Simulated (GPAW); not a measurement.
Crystal: Ti.

```
Ti
1.0
    -1.64100    1.64100    1.64100
     1.64100   -1.64100    1.64100
     1.64100    1.64100   -1.64100
Ti
1
Direct
  0.00000 0.00000 0.00000
```

This isn't the form of Ti at room conditions, which is hcp.

```yaml
Program: GPAW 26.7.0
Task: relaxation of cell and atoms
Functional: PBEsol
Dispersion: D3(BJ)
Potentials_or_basis: PAW data sets generated in the run's folder for this functional
Cutoff: 600 eV
Basis: pw
k_mesh: 11 × 11 × 11
Occupations: fermi-dirac, width 0.05 eV
Spin: no spin polarisation
```

At the start: pressure -12.6 GPa; volume 17.68 Å³/atom.

Question: Where does the relaxation end?

Answer: Over 4 steps the energy falls by 81.0 meV/atom and the volume is 15.60 Å³/atom (-11.8 %); space group Im-3m (No. 229, to 0.05 Å).

Step by step:
```csv
step,energy change (eV),largest force (eV/Å),pressure (GPa),volume (Å³)
1,0.0000,0.0000,-12.63,17.68
2,-0.0603,0.0000,-7.35,16.65
3,-0.0802,0.0000,0.84,15.49
4,-0.0810,0.0000,-0.04,15.60
```

Final structure:
```xyz
1
Lattice="-1.5740 1.5740 1.5740 1.5740 -1.5740 1.5740 1.5740 1.5740 -1.5740" Properties=species:S:1:pos:R:3 pbc="T T T"
Ti    0.0000    0.0000    0.0000
```

Caveat: later steps reuse the first step's grids; pairwise dispersion overbinds metals, which lowers pressure and volume.
